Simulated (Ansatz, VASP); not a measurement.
**One calculation of BAs5, two programs**

INCAR

```
SYSTEM = BAs5
PREC     = Accurate       ! precision mode
ENCUT    = 520            ! plane-wave cutoff, eV
EDIFF    = 1E-7           ! SCF threshold, eV
ISMEAR   = 0              ! smearing method
SIGMA    = 0.1            ! smearing width, eV
LREAL    = .FALSE.        ! projectors in reciprocal space
LASPH    = .TRUE.         ! aspherical terms in the spheres
NELM     = 80             ! most SCF steps
ALGO     = Normal         ! electronic algorithm
ISIF     = 2              ! what is computed and relaxed
LWAVE    = .FALSE.        ! write WAVECAR
LCHARG   = .FALSE.        ! write CHGCAR
GGA      = PE             ! functional
NBANDS   = 23             ! bands
```

Contents of KPOINTS:

```
regular mesh
0
G
  6 6 2
  0 0 0
```

The input POSCAR:

```
BAs5
1.0
    4.1526537500      0.0000000000      0.0000000000
   -2.0763268700      3.5963036400      0.0000000000
    0.0000000000      0.0000000000      8.2877563000
B As
1 5
Direct
    0.0000000000      0.0000000000      0.0000000000
    0.5000000000      0.0000000000      0.5000000000
    0.0000000000      0.5000000000      0.5000000000
    0.5000000000      0.5000000000      0.5000000000
    0.0000000000      0.0000000000      0.1969790200
    0.0000000000      0.0000000000      0.8030209800
```

Input for Ansatz:

```yaml
crystal:
  lattice:
    - [4.15265375, 0.0, 0.0]
    - [-2.07632687, 3.59630364, 0.0]
    - [0.0, 0.0, 8.2877563]
  atoms:
    - { symbol: B, position: [0.0, 0.0, 0.0] }
    - { symbol: As, position: [0.5, 0.0, 0.5] }
    - { symbol: As, position: [0.0, 0.5, 0.5] }
    - { symbol: As, position: [0.5, 0.5, 0.5] }
    - { symbol: As, position: [0.0, 0.0, 0.19697902] }
    - { symbol: As, position: [0.0, 0.0, 0.80302098] }
basis:
  ecutwfc: 420
kpoints:
  mp_grid: { grid: [6, 6, 2] }
hamiltonian:
  xc: pbe
scf:
  occupations: { method: gaussian, width: 0.1 }
  lower_state_search: "off"
output:
  forces: true
  stress: true
  eigenvalues: true
```

Alike in both runs: task single point; functional PBE; k mesh 6 × 6 × 2; occupations gaussian, width 0.1 eV; no spin polarisation.

|  | VASP | Ansatz |
| --- | --- | --- |
| version | VASP 6.6.1 | Ansatz 0.2.0 |
| potentials or method | VASP PAW PBE potentials, release 64 (B, As) | scalar-relativistic, plane waves, PAW |
| plane-wave cutoff (eV) | 520 | 420 |
| valence electrons in the cell | 28 | 78 |

VASP gave:

* gap on the k mesh at the Fermi level (eV): none
* rms of the force components (eV/Å): 2.599

Task: What did Ansatz give for the same quantities?

Result: gap on the k mesh at the Fermi level (eV): none; rms of the force components (eV/Å): 2.515.

Atom by atom the forces differ by 0.084 eV/Å (rms over components). A gap of «none» marks a metal or a gap that the smearing closes. The two sets of potentials don't hold the same shells in valence.

Caveats: the k mesh is coarse (spacing up to 0.38 Å⁻¹), so the values aren't converged; forces of over 1 eV/Å show positions far from the minimum, so gaps and moduli don't describe the material at rest.
